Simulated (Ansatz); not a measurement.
# O: free directions for the moments

Which arrangement of moments is lowest in this cell of O? Methods of the runs shown: PAW. Its runs: parallel moments (PAW); parallel moments on spinors (PAW); moments marked - in +- held at 30 degrees to the others (PAW); moments marked - in +- held at 60 degrees to the others (PAW); moments marked - in +- held at 90 degrees to the others (PAW); moments marked - in +- held at 120 degrees to the others (PAW); moments marked - in +- held at 150 degrees to the others (PAW); moments start +- on spinors (PAW).

Program: Ansatz 0.2.0. Level of theory: DFT, PBE, PAW with Ansatz's default frozen-core files, scalar-relativistic. These are calculated values, not measurements.

## (1) The structure to begin with

It takes space group C2/m (No. 12, monoclinic). The conventional cell has a = 5.703 Å, b = 3.325 Å, c = 4.363 Å, α = 90.00°, β = 123.29°, γ = 90.00°. Around O (site symmetry m) lie 1 O at 1.22 Å.

Structure file:

```cif
data_structure
_symmetry_space_group_name_H-M 'P 1'
_symmetry_Int_Tables_number 1
_cell_length_a 3.3006
_cell_length_b 3.3006
_cell_length_c 4.3629
_cell_angle_alpha 118.303
_cell_angle_beta 118.303
_cell_angle_gamma 60.486
_cell_volume 34.58
loop_
_atom_site_label
_atom_site_type_symbol
_atom_site_fract_x
_atom_site_fract_y
_atom_site_fract_z
_atom_site_occupancy
O1 O 0.02545 0.02545 0.15557 1
O2 O 0.97455 0.97455 0.84443 1
```

In patterns such as +-, the signs follow the magnetic atoms in the order of the input.

Atoms are numbered in the order of the input: O1, O2.

## (2) Parallel moments, PAW

The input, input.yaml:

```yaml
crystal:
  lattice:
    - [2.8514028533, -1.66241594, 0.0]
    - [2.8514028533, 1.66241594, 0.0]
    - [-2.3944914034, 0.0, 3.6470501824]
  atoms:
    - { symbol: O, position: [0.02545383, 0.02545383, 0.15557402], spin: 1.0 }
    - { symbol: O, position: [0.97454617, 0.97454617, 0.84442598], spin: 1.0 }
magnetization:
  spin_polarized: true
kpoints:
  mp_grid: { grid: [10, 10, 8] }
scf:
  occupations: { method: fermi_dirac, width: 0.05 }
  lower_state_search: "off"
hamiltonian:
  xc: pbe
  pseudopotentials: { kind: paw }
output:
  forces: true
  stress: true
  eigenvalues: true
```

Command:

```bash
$ ansatz run input.yaml --threads 2 --pin off --max-ram 4096MiB --backend cpu --events-out ev --progress --plain --runs-dir out
```

Further steps of the session: Parallel moments on spinors, PAW; Moments marked - in +- held at 30 degrees to the others, PAW; Moments marked - in +- held at 60 degrees to the others, PAW; Moments marked - in +- held at 90 degrees to the others, PAW; Moments marked - in +- held at 120 degrees to the others, PAW; Moments marked - in +- held at 150 degrees to the others, PAW; Moments start +- on spinors, PAW.

Q: Predict the outcome of this session. Wanted: lowest.

**Answer**, as computed:

| quantity | value |
| --- | --- |
| lowest (PAW) | parallel moments on spinors, 0.0 meV a magnetic atom from the reference |

**Reading.** By PAW the lowest run is «parallel moments on spinors», 63.3 meV a magnetic atom under «moments marked - in +- held at 30 degrees to the others». In «moments marked - in +- held at 90 degrees to the others», «moments marked - in +- held at 120 degrees to the others», «moments marked - in +- held at 150 degrees to the others» the moments died away, leaving the non-magnetic state, a higher solution that the SCF fell into. A run can end in another pattern than it began with. Only this cell's orders were tried, so longer waves of spin are out of reach. Other magnetic orders may lie lower; this is the state that the run reached. The k mesh (10×10×8) wasn't tested for convergence.
